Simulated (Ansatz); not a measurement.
# AlCu3 under pressure: fit and missing row

AlCu3, Fm-3m, a = 5.767 Å. The structure is a Materials Project entry; whether it is the stable form wasn't checked. Ansatz: PBEsol, PAW, 420 eV, Γ-centred 12×12×12 mesh on 4 atoms, Gaussian smearing 0.10 eV; no spin polarisation. Cell and atoms are relaxed at each pressure, and no other structure is tried, so the rows at high pressure may lie past a change of phase.

| V (Å³/atom) | P (GPa) |
| --- | --- |
| ? | 40.01 |
| 10.809 | 20.00 |
| 11.317 | 10.00 |
| 11.622 | 5.04 |
| 11.835 | 2.00 |
| 11.987 | 0.00 |
| 12.151 | -1.99 |

Task: Take V0 = 11.987 Å³/atom, fit the third-order Birch–Murnaghan form to the other rows, and predict the missing volume.

Result: With the Eulerian strain f = ½[(V0/V)^(2/3) − 1] and y = P/[3f(1 + 2f)^(5/2)], the form is the line y = B0 + 1.5 B0 (B0′ − 4) f. Rows (f, y): 0.03570, 157.2; 0.01954, 155.0; 0.01041, 153.3; 0.00427, 152.8; -0.00451, 150.5. Means f = 0.01308, y = 153.76; Σ(Δf)² = 0.0009475, ΣΔfΔy = 0.1529; the slope is their ratio. y = 151.6 + 161.3 f GPa, so B0 = 151.6 GPa and B0′ = 4 + 2 × (161.3)/(3 × 151.6) = 4.71. P = 40.01 GPa is met at f = 0.06171 (y = 161.55), so V = V0 (1 + 2f)^(−3/2) = 10.067 Å³/atom. The run gave 10.063 Å³/atom, so the fit is 0.004 Å³/atom too high, a small miss on the scale of the series. The form still works here, 91 % of the fitted range beyond its end.

The mesh isn't the same in all rows (12×12×12, 14×14×14).

AlCu3 stiffens smoothly on compression: y rises with f in every row, which is why B0′ comes out above 4. In a metal of this kind, the resistance to compression comes from the kinetic energy of the sp electrons and from the overlap repulsion of the nearly full Cu 3d shells. The repulsion grows steeply as the atoms approach, so each further step in volume costs more pressure.

The computed volume at 40.01 GPa lies slightly below the prediction, so the crystal is marginally softer there than the fit implies. This may reflect a small higher-order strain term, but a slight error in the slope would do the same. Rows near zero strain divide a small pressure by a small f, which makes them sensitive to V0, and B0′ is probably less certain than the good volume prediction suggests.

A smooth compression curve says nothing about resistance to shear, the weak point of bcc-derived Cu–Al phases, which are known to transform martensitically.
